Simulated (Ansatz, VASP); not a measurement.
**One calculation of W, 3 ways**

The starting cell:

```xyz
1
Lattice="-1.5823 1.5823 1.5823 1.5823 -1.5823 1.5823 1.5823 1.5823 -1.5823" Properties=species:S:1:pos:R:3 pbc="T T T"
W     0.0000    0.0000    0.0000
```

Alike in all runs: task relaxation of cell and atoms; functional PBE; dispersion D3(BJ); k mesh 12 × 12 × 12; occupations fermi-dirac, width 0.05 eV; no spin polarisation; no spin-orbit coupling.

```tsv
program and potentials	plane-wave cutoff (eV)	notes	equilibrium volume (Å³/atom)
Ansatz, Ansatz PAW	420	-	15.78
VASP, PBE PAW files W_sv, 600 eV	600	-	15.81
Ansatz, all-electron LAPW, scalar-relativistic	-	-	15.78
```

The equilibrium volume spans 15.78 (Ansatz, Ansatz PAW) to 15.81 Å³/atom (VASP, PBE PAW files W_sv, 600 eV), with all-electron results at 15.78. Relaxations stop with a little pressure left, so the last digit of a volume isn't settled.

Differences between rows come from potentials, basis sets and numerical settings, since the functional is the same but for its coding. Runs on potential files found faulty are left out.

The three descriptions of tungsten agree closely, from 15.78 to 15.81 Å³/atom, so the frozen cores and projectors of the two PAW sets carry over well to the bulk metal, and the spread gives no ground for ranking them. The small volume itself reflects strong d bonding: near half filling, the bonding part of the 5d band is largely occupied and the antibonding part largely empty, which pulls the atoms together until repulsion from the core and semicore shells balances it. The resulting stiffness also means that a small error in pressure shifts the volume only slightly.

PBE alone tends to make tungsten slightly too large, whereas these volumes lie close to experiment, marginally on the small side. The added dispersion attraction probably accounts for this contraction, so the good match may owe something to compensating errors rather than to an accurate account of metallic bonding. Agreement at the equilibrium volume doesn't establish equal accuracy for elastic constants or for energy differences between crystal structures.
